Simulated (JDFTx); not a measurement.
# HgSe: equation of state with PBEsol

**The experiment to reproduce.**

From “The pseudo-binary mercury chalcogenide alloy HgSe0.7S0.3 at high pressure: a mechanism of the zinc blende/cinnabar reconstructive phase transition”, 2002, arxiv:cond-mat/0209548, for a bulk crystal of HgSe: bulk modulus 51.6 ± 0.2 GPa.

Crystal: HgSe.

```xyz
2
Lattice="0.0000 3.0390 3.0390 3.0390 0.0000 3.0390 3.0390 3.0390 0.0000" Properties=species:S:1:pos:R:3 pbc="T T T"
Hg    0.0000    0.0000    0.0000
Se    4.5585    4.5585    4.5585
```

```json
{"Program": "JDFTx 1.7.0 (patched build)", "Task": "equation of state", "Functional": "PBEsol", "Potentials or basis": "PseudoDojo-SR-PBEsol-0.4.1-standard with smoothed tails", "Cutoff": "1170 eV", "Density cutoff": "9361 eV", "k mesh": "8 × 8 × 8", "Occupations": "fermi-dirac, width 0.05 eV", "Spin": "no spin polarisation", "Local potential set to -Z/r beyond": "6 bohr", "Bands": "25", "Density cutoff over wavefunction cutoff": "8", "Max SCF steps": "100", "SCF threshold on the energy": "1e-09 Ha", "Solver of the electrons": "scf"}
```

```json
{"Equilibrium volume": "28.80 Å³/atom", "Bulk modulus": "52 GPa", "Pressure derivative of the bulk modulus": "5.1"}
```

Energy against volume, from the lowest point:
| volume (Å³/atom) | energy (meV/atom) |
| --- | --- |
| 26.383 | 39.07 |
| 26.944 | 22.02 |
| 27.505 | 10.20 |
| 28.067 | 3.03 |
| 28.628 | 0.00 |
| 29.189 | 0.63 |
| 29.751 | 4.52 |

Measured bulk modulus of HgSe: 51.6 GPa (quoted in “The pseudo-binary mercury chalcogenide alloy HgSe0.7S0.3 at high pressure: a mechanism of the zinc blende/cinnabar reconstructive phase transition”, 2002, arxiv:cond-mat/0209548). This calculation gives 52 GPa (+0.2 %). The fit is for a static lattice scaled at fixed shape and fixed fractional positions.

Spin-orbit coupling is left out, which matters for the levels of Hg.
